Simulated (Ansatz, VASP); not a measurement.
## BN in VASP and in Ansatz

```
CELL_PARAMETERS angstrom
2.44800 0.00000 0.00000
-1.22400 2.12003 0.00000
0.00000 0.00000 26.00000
ATOMIC_POSITIONS crystal
B 0.00000 0.00000 0.50000
N 0.66667 0.33333 0.50000
```

Alike in both runs: task single point; functional PBE; dispersion D3(BJ); k mesh 12 × 12 × 1; occupations gaussian, width 0.02 eV; no spin polarisation.

|  | VASP | Ansatz |
| --- | --- | --- |
| version | VASP 6.6.1 | Ansatz 0.2.0 |
| potentials or method | VASP PAW PBE potentials, release 64 (B, N) | scalar-relativistic, plane waves, PAW |
| plane-wave cutoff (eV) | 520 | 420 |
| valence electrons in the cell | 8 | 8 |

|  | VASP | Ansatz | Ansatz less VASP |
| --- | --- | --- | --- |
| gap on the k mesh at the Fermi level (eV) | 4.60 | 4.60 | 0.000 |
| least direct gap on the mesh (eV) | 4.86 | 4.86 | +0.003 |

Ansatz warned: «xc_potential_rough_in_thin_density».

As with any semilocal functional, this PBE gap is likely too small.
